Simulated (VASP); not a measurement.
Zr: single point with PBE

The system is Zr, a wire with vacuum.

```xyz
2
Lattice="11.6000 0.0000 0.0000 0.0000 9.3000 0.0000 0.0000 0.0000 2.8491" Properties=species:S:1:pos:R:3 pbc="T T T"
Zr    4.6388    4.6500    0.0000
Zr    6.9612    4.6500    1.4245
```

```
Program                : VASP 6.6.1
Task                   : single point
Functional             : PBE
Potentials or basis    : VASP PAW PBE potentials, release 64 (Zr_sv)
Cutoff                 : 520 eV
k mesh                 : 1 × 1 × 21
Occupations            : gaussian, width 0.05 eV
Spin                   : collinear spin, typed start
Starting moments       : [1.5, 1.5] μB
Dipole correction      : no
Further INCAR settings : ALGO = Normal; EDIFF = 1e-07; NBANDS = 23
```

| Quantity | Value |
| --- | --- |
| Largest force | 0.021 eV/Å |
| Band gap on the k mesh | none (metal or under the smearing width) |
| Net moment | 0.50 μB per cell |
| Site moments | Zr +0.08 μB |
| Valence electrons inside the program's atomic spheres | Zr 10.04 |

Forces on the atoms (eV/Å):
```
Zr  -0.021  0.000  0.000
Zr   0.021  0.000  0.000
```

Levels at points of the mesh, in eV from the Fermi level:
Spin up:
```
           k point  band 9  band 10  band 11  band 12  band 13  band 14  band 15  band 16
(0.00, 0.00, 0.00)   -2.85    -2.46    -0.70    -0.37    -0.11     0.60     1.15     1.18
```
Spin down:
| k point | band 8 | band 9 | band 10 | band 11 | band 12 | band 13 | band 14 | band 15 | band 16 | band 17 |
| --- | --- | --- | --- | --- | --- | --- | --- | --- | --- | --- |
| (0.00, 0.00, 0.00) | -25.71 | -2.68 | -2.32 | -0.66 | -0.28 | 0.24 | 0.85 | 1.34 | 1.43 | 1.80 |

It took 3.5 min on 1 thread of Intel(R) Xeon(R) 6975P-C (Granite Rapids) (shared host), peak memory 0.52 GiB.
